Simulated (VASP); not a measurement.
Wanted: the native input for a VASP 6.6.1 run.

```
Task                   : single point
Functional             : PBE
Dispersion             : D3(BJ)
Potentials or basis    : VASP PAW PBE potentials, release 64 (Li_sv)
Cutoff                 : 520 eV
k mesh                 : 6 × 6 × 6
Occupations            : gaussian, width 0.1 eV
Spin                   : no spin polarisation
Dipole correction      : no
Further INCAR settings : ALGO = Normal; EDIFF = 1e-06; NBANDS = 12
```

The structure of Li lies in POSCAR:

```
Li
1.0
    1.5505000000      0.8951815924      7.5883000000
   -1.5505000000      0.8951815924      7.5883000000
    0.0000000000     -1.7903631848      7.5883000000
Li
3
Direct
    0.0000000000      0.0000000000      0.0000000000
    0.2220000000      0.2220000000      0.2220000000
    0.7780000000      0.7780000000      0.7780000000
```

This isn't the form of Li at room conditions, which is bcc.

One way to write it, as run:

INCAR

```
PREC = Accurate ; ENCUT = 520
EDIFF = 1E-6 ; ISMEAR = 0
SIGMA = 0.1 ; LREAL = F
LASPH = T ; NELM = 60
ALGO = Normal ; ISIF = 2
LWAVE = F ; LCHARG = F
GGA = PE ; IVDW = 12
NBANDS = 12
```

KPOINTS

```
regular mesh
0
Gamma
  6 6 6
```

Potentials or basis: VASP PAW PBE potentials, release 64 (Li_sv).

Command:

```bash
$ cat potpaw_PBE.64/Li_sv/POTCAR > POTCAR
$ mpirun -np 1 vasp_std > vasp.out
```

It gave:

```
Largest force              : 0.006 eV/Å
Band gap on the k mesh     : none (metal or under the smearing width)
Dispersion energy per atom : -0.163 eV
```

Caveat: the k mesh is coarse (spacing up to 0.39 Å⁻¹), so the values aren't converged.

Wall time 43 s on 1 thread of Intel(R) Xeon(R) 6975P-C (Granite Rapids) (shared host), peak memory 0.43 GiB.
